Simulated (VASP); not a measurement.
# AlP (F-43m) in VASP: a series of runs, part 2 of 2

VASP 6.6.1. The steps go on from the part before.

## 3. Relaxation of cell and atoms, PBE+D3(BJ)

Input file INCAR:

```
PREC = Accurate ; ENCUT = 600
EDIFF = 1E-7 ; ISMEAR = 0
SIGMA = 0.03 ; LREAL = False
LASPH = True ; NELM = 80
ALGO = Normal ; ISIF = 3
LWAVE = False ; LCHARG = False
GGA = PE ; IVDW = 12
IBRION = 2 ; NSW = 90
EDIFFG = -0.005
```

Input file KPOINTS:

```
Automatic mesh
0
Gamma
  8 8 8
```

Input file POSCAR:

```
AlP                                     
1.0
    0.0000000000      2.7255000000      2.7255000000
    2.7255000000      0.0000000000      2.7255000000
    2.7255000000      2.7255000000      0.0000000000
  Al              P             
     1     1
Direct
     0.0000000000000000    0.0000000000000000    0.0000000000000000
     0.2500000000000000    0.2500000000000000    0.2500000000000000
```

Potentials or basis: VASP PAW PBE potentials, release 64 (Al, P).

Command:

```
$ cat potpaw_PBE.64/Al/POTCAR potpaw_PBE.64/P/POTCAR > POTCAR
$ mpirun -np 1 vasp_std > vasp.out
```

OUTCAR:

```text
PREC = Accurate
   ENCUT = 600
   EDIFF = 1E-7
   ISMEAR = 0
   LREAL = False
   LASPH = True
   NELM = 80
   ISIF = 3
   GGA = PE
   IVDW = 12
   IBRION = 2
   NSW = 90
   EDIFFG = -0.005
 IVDW          = 12

 ion  position               nearest neighbor table
   1  0.000  0.000  0.000-   2 2.36   2 2.36   2 2.36   2 2.36
   2  0.250  0.250  0.250-   1 2.36   1 2.36   1 2.36   1 2.36

[... 457 lines left out ...]

------------------------ aborting loop because EDIFF is reached ----------------------------------------

 Edisp (eV)   -0.61947

 E8    (eV) :    -0.2564

  FORCE on cell =-STRESS in cart. coord.  units (eV):
  Direction    XX          YY          ZZ          XY          YZ          ZX
  --------------------------------------------------------------------------------------
  -------------------------------------------------------------------------------------
  Total      -0.00706    -0.00706    -0.00706     0.00000     0.00000    -0.00000
  in kB      -0.27946    -0.27946    -0.27946     0.00000     0.00000    -0.00000
  external pressure =       -0.28 kB  Pullay stress =        0.00 kB

 VOLUME and BASIS-vectors are now :
 -----------------------------------------------------------------------------
  energy-cutoff  :      600.00
  volume of cell :       40.49
      direct lattice vectors                 reciprocal lattice vectors
     0.000000000  2.725500000  2.725500000    -0.183452578  0.183452578  0.183452578
     2.725500000  0.000000000  2.725500000     0.183452578 -0.183452578  0.183452578
     2.725500000  2.725500000  0.000000000     0.183452578  0.183452578 -0.183452578

 POSITION                                       TOTAL-FORCE (eV/Angst)
 -----------------------------------------------------------------------------------
      0.00000      0.00000      0.00000        -0.000000     -0.000000     -0.000000
      1.36275      1.36275      1.36275         0.000000      0.000000      0.000000
 -----------------------------------------------------------------------------------
    total drift:                               -0.000000     -0.000000     -0.000000

  FREE ENERGIE OF THE ION-ELECTRON SYSTEM (eV)
  ---------------------------------------------------
  free  energy   TOTEN  =       -10.9865791313 eV

  energy  without entropy=      -10.9865791313  energy(sigma->0) =      -10.98657913

 reached required accuracy - stopping structural energy minimisation
```

OSZICAR:

```text
N       E                     dE             d eps       ncg     rms          rms(c)
DAV:   1     0.126658611953E+02    0.12666E+02   -0.35305E+03   464   0.862E+02
DAV:   2    -0.101398422358E+02   -0.22806E+02   -0.22478E+02   632   0.933E+01
DAV:   3    -0.107165613275E+02   -0.57672E+00   -0.57672E+00   576   0.194E+01
DAV:   4    -0.107193866854E+02   -0.28254E-02   -0.28254E-02   776   0.150E+00
DAV:   5    -0.107193906172E+02   -0.39317E-05   -0.39319E-05   592   0.463E-02    0.453E+00
DAV:   6    -0.104109781058E+02    0.30841E+00   -0.73214E-01   496   0.401E+00    0.293E+00
DAV:   7    -0.103666518698E+02    0.44326E-01   -0.23683E-01   608   0.247E+00    0.145E+00
DAV:   8    -0.103669360130E+02   -0.28414E-03   -0.14797E-02   528   0.811E-01    0.215E-01
DAV:   9    -0.103669423408E+02   -0.63278E-05   -0.48156E-04   696   0.170E-01    0.100E-01
DAV:  10    -0.103671106086E+02   -0.16827E-03   -0.24613E-04   480   0.113E-01    0.153E-02
DAV:  11    -0.103671116063E+02   -0.99769E-06   -0.23453E-05   672   0.263E-02    0.963E-03
DAV:  12    -0.103671128430E+02   -0.12367E-05   -0.19369E-06   528   0.114E-02    0.263E-03
DAV:  13    -0.103671130440E+02   -0.20100E-06   -0.41762E-07   672   0.357E-03    0.153E-03
DAV:  14    -0.103671129869E+02    0.57048E-07   -0.23783E-08   256   0.102E-03
   1 F= -.10986579E+02 E0= -.10986579E+02  d E =-.109866E+02
```

Run time: 4.6 s. Hardware: 1 thread of Intel Xeon 6975P-C (Granite Rapids), shared host; peak memory 0.18 GiB.

Results:

```
Free energy                : -10.9866 eV
Pressure after relaxing    : 0.0 GPa
Band gap on the k mesh     : 1.57 eV, indirect (least direct gap 3.35 eV)
Dispersion energy per atom : -0.310 eV
```

Final structure:
```yaml
crystal:
  lattice:
    - [0.00000, 2.72550, 2.72550]
    - [2.72550, 0.00000, 2.72550]
    - [2.72550, 2.72550, 0.00000]
  atoms:
    - { symbol: Al, position: [0.00000, 0.00000, 0.00000] }
    - { symbol: P, position: [0.25000, 0.25000, 0.25000] }
```

Levels at points of the mesh, in eV from the valence-band top:
```tsv
k point	band 1	band 2	band 3	band 4	band 5	band 6	band 7	band 8
(0.00, 0.00, 0.00)	-11.53	0.00	0.00	0.00	3.35	4.57	4.57	4.57
(0.50, 0.00, 0.00)	-9.84	-5.55	-0.77	-0.77	2.83	4.82	4.82	8.29
(0.50, 0.50, 0.00)	-9.17	-5.32	-2.11	-2.11	1.57	2.47	11.12	11.12
```

Caveat: the relaxation stopped at its first step, so nothing moved. A k mesh can miss the band edges.
